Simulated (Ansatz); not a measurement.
Fluorite SrF2, treated with PBEsol-D3(BJ) in Ansatz (plane waves, PAW).

Total energies, extrapolated to zero smearing (they compare only within this program, potentials and cutoff; free atoms with spin allowed, lowest state found):

```csv
system,energy (eV/atom)
"fluorite SrF2, relaxed",-1699.9411
free Sr atom,-3490.4012
free F atom,-796.2846
```

Question: Work out the cohesive energy per atom.

Answer: E_coh = [1 × (-3490.4012) + 2 × (-796.2846)]/3 − (-1699.9411) = 5.62 eV/atom. The reference value is 5.34 ± 0.03 eV/atom (worked out here from tabulated enthalpies at 298 K, copied from a table, unchecked, brought to a static lattice with a Debye model, atoms in their spin–orbit ground levels; inputs from the CRC Handbook), a difference of +0.28 eV/atom.

The PAW data were made under PBE.

Ansatz is a quantum-chemistry and plane-wave program.
